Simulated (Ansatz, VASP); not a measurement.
**Ga: VASP beside Ansatz**

The input INCAR:

```
PREC = Accurate
ENCUT = 600
EDIFF = 1E-6
ISMEAR = -1
SIGMA = 0.05
LREAL = F
LASPH = T
NELM = 100
ALGO = Normal
ISIF = 3
LWAVE = F
LCHARG = F
MAGMOM = 0 0 0 0 0 0
LORBIT = 11
LSORBIT = T
GGA_COMPAT = F
GGA = PS
IBRION = 2
NSW = 40
EDIFFG = -0.02
```

KPOINTS

```
regular mesh
0
Gamma
  7 7 6
```

File POSCAR:

```
Ga
1.0
    1.3830000000     -4.0265000000      0.0000000000
    1.3830000000      4.0265000000      0.0000000000
   -0.1174474948      0.0000000000      3.3299294416
Ga
2
Direct
    0.1310000000      0.8690000000      0.7500000000
    0.8690000000      0.1310000000      0.2500000000
```

File input.yaml:

```yaml
crystal:
  lattice:
    - [1.383, -4.0265, 0.0]
    - [1.383, 4.0265, 0.0]
    - [-0.1174474948, 0.0, 3.3299294416]
  atoms:
    - { symbol: Ga, position: [0.131, 0.869, 0.75] }
    - { symbol: Ga, position: [0.869, 0.131, 0.25] }
hamiltonian:
  xc: pbesol
  pseudopotentials: { kind: paw_fr }
magnetization:
  noncollinear: true
  spin_orbit: true
kpoints:
  mp_grid: { grid: [7, 7, 6] }
scf:
  occupations: { method: fermi_dirac, width: 0.05 }
output:
  forces: true
  stress: true
  eigenvalues: true
relax:
  f_tol: 0.01
  max_steps: 40
  cell: { stress_tol: 0.05 }
```

This isn't the form of Ga at room conditions, which is orthorhombic.

Alike in both runs: task relaxation of cell and atoms; functional PBEsol; k mesh 7 × 7 × 6; occupations fermi-dirac, width 0.05 eV; spin-orbit coupling, no magnetisation.

|  | VASP | Ansatz |
| --- | --- | --- |
| version | VASP 6.6.1 | Ansatz 0.2.0 |
| potentials or method | VASP PAW PBE potentials, release 64 (Ga_d) | Ansatz PAW |
| plane-wave cutoff (eV) | 600 | 420 |
| valence electrons in the cell | 26 | 26 |

Ansatz gave:

- gap on the k mesh at the Fermi level, each at its own relaxed structure (eV): none
- relaxed volume (Å³/atom): 18.05
- relaxed cell length with the largest relative difference (Å): 3.423
- energy change over the relaxation (meV/atom): -19

Q: What did VASP give for the same quantities?

A: gap on the k mesh at the Fermi level, each at its own relaxed structure (eV): none; relaxed volume (Å³/atom): 18.08; relaxed cell length with the largest relative difference (Å): 3.426; energy change over the relaxation (meV/atom): -18.

A gap of «none» marks a metal or a gap that the smearing closes.

Caveats: the PAW data sets were made with another functional, which shifts forces and pressure a little (VASP); the plane-wave basis is chosen anew once the cell has moved, so the energies of steps on either side of that aren't comparable (Ansatz); the PAW data sets come from PBE, with cores solved anew for the run's functional, which leaves a small shift of forces and pressure (Ansatz).
